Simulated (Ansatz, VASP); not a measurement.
# Two plane-wave programs on ZnS (Wurtzite-2H)

```xyz
4
Lattice="3.8110 0.0000 0.0000 -1.9055 3.3004 0.0000 0.0000 0.0000 6.2340" Properties=species:S:1:pos:R:3 pbc="T T T"
Zn    1.9055    1.1001    3.1170
Zn    0.0000    2.2003    0.0000
S     1.9055    1.1001    5.5171
S     0.0000    2.2003    2.4001
```

Alike in both runs: task single point; functional PBE; k mesh 8 × 8 × 5; occupations gaussian, width 0.029 eV; no spin polarisation.

```csv
,VASP,Ansatz
version,VASP 6.6.1,Ansatz 0.2.0
potentials or method,"VASP PAW PBE potentials, release 64 (Zn, S)",Ansatz PAW
plane-wave cutoff (eV),520,420
valence electrons in the cell,36,36
```

```tsv
	VASP	Ansatz	Ansatz less VASP
gap on the k mesh at the Fermi level (eV)	2.25	2.25	-0.006
least direct gap on the mesh (eV)	2.25	2.25	-0.006
pressure (GPa)	2.5	2.3	-0.16
largest component of the traceless stress (GPa)	1.37	1.35	-0.024
rms of the force components (eV/Å)	0.186	0.184	-0.0019
```

Atom by atom the forces differ by 0.002 eV/Å (rms over components).

Caveats: odd divisions of the mesh miss points on the zone boundary, where band edges often lie, so the gap on the mesh can be too wide (Ansatz). As with any semilocal functional, this PBE gap is likely too small.
